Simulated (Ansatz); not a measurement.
Isolated molecules relaxed with PBE0-D4/def2-TZVP in Ansatz; ΔE leaves out vibrations. CCSD(T)/CBS adds triple-zeta CCSD(T) − MP2 to the extrapolated MP2 energy (def2 sets, frozen cores). Functionals use def2-TZVPP. B3LYP here is the variant with VWN-RPA as its local correlation; programs differ in this. For Br outer-core shells are correlated without core-valence functions, which leaves a few kJ/mol of doubt a bond. Scalar relativity is left out up to krypton. One conformer a species, not always the lowest.

Reaction (substitution at a C–C bond): `CCOCC` + `O[SiH](O)Br` → `CO[SiH](O)Br` + `CCOC`

| level | ΔE (kcal/mol) | difference from CCSD(T)/CBS |
| --- | --- | --- |
| r2SCAN-D4 | 14.4 | -0.5 |
| ωB97X-V | 13.6 | -1.3 |
| ωB97M-V | 14.3 | -0.6 |
| B2PLYP | 13.7 | -1.2 |
| r2SCAN | 14.4 | -0.5 |
| B3LYP | 12.9 | -2.0 |
| HF/def2-TZVPP | 12.0 | -2.9 |
| MP2/def2-TZVPP | 15.4 | 0.5 |
| SCS-MP2/def2-TZVPP | 14.1 | -0.8 |
| CCSD/def2-TZVPP | 14.3 | -0.6 |
| CCSD(T)/def2-TZVPP | 14.5 | -0.4 |
| HF/def2-QZVPP | 11.8 | -3.1 |
| MP2/def2-QZVPP | 15.6 | 0.7 |
| SCS-MP2/def2-QZVPP | 14.4 | -0.5 |
| HF/CBS(def2) | 11.8 | -3.1 |
| CCSD/CBS(def2) | 14.7 | -0.2 |
| CCSD(T)/CBS | 14.9 | 0 |

Largest T1 diagnostic among the species: 0.010.

In def2-TZVPP, CCSD(T) changes the Hartree–Fock value by +2.5 kcal/mol (the triples alone add +0.2 kcal/mol) and MP2 by +3.4 kcal/mol.

CCSD(T)/CBS has its own doubt, a few kJ/mol and more with outer-core shells, so smaller differences from it don't rank the levels.
